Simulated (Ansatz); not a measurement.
Base system: GeTe (space group R3m, No. 160; layered).

```
GeTe
1.0
    2.09351     1.20869     3.68680
   -2.09351     1.20869     3.68680
    0.00000    -2.41737     3.68680
Ge Te
1 1
Direct
  0.23184   0.23184   0.23184
  0.76816   0.76816   0.76816
```

Cartesian axes are those of the cell as printed.

Computed with r2SCAN in Ansatz (plane waves to 500 eV, PAW, no spin-orbit coupling).

It is then changed as follows: compressive biaxial strain of 3.17 % in the plane normal to [001], as in epitaxy on a mismatched substrate; the out-of-plane cell vector and the atoms relax.

### Question
What happens to the energy relative to the base?

### Answer
The energy increases by 16 meV/atom.

### Question
How does this affect the out-of-plane strain?

### Answer
The out-of-plane strain amounts to +4.92 %.

Stability against distortions was not tested. No dispersion term is included, though the crystal is made of layers, chains or molecules, so its spacings can come out too wide.

Ansatz is a first-principles code.
